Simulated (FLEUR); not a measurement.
## MgSe: equation of state with AM05

Crystal: MgSe.

```
Se Mg
1.0
     0.00000    2.72550    2.72550
     2.72550    0.00000    2.72550
     2.72550    2.72550    0.00000
Se Mg
1 1
Direct
  0.50000 0.50000 0.50000
  0.00000 0.00000 0.00000
```

```
Program                  : FLEUR MaX-R8.1 (later development tree)
Task                     : equation of state
Functional               : AM05
Potentials or basis      : all-electron
Basis                    : FLAPW
Kmax                     : 4.52 1/bohr
k mesh                   : 8 × 8 × 8
Occupations              : fermi-dirac, width 0.05 eV
Spin                     : no spin polarisation
Gmax                     : 14 1/bohr
Muffin-tin radii         : Se 2.46, Mg 2.17 bohr
lmax                     : Se 10, Mg 9
lnonsphr                 : Se 10, Mg 9
Local orbitals a species : Se 4, Mg 5
```

```json
{
 "Equilibrium volume": "20.33 Å³/atom",
 "Bulk modulus": "63 GPa",
 "Pressure derivative of the bulk modulus": "4.9 (rough: it moves with the points fitted)"
}
```

Energy against volume, from the lowest point:
```tsv
volume (Å³/atom)	energy (meV/atom)
19.031	18.33
19.436	8.31
20.246	0.00
21.056	4.71
21.461	11.02
```

Zero-point motion and thermal expansion aren't in these numbers.
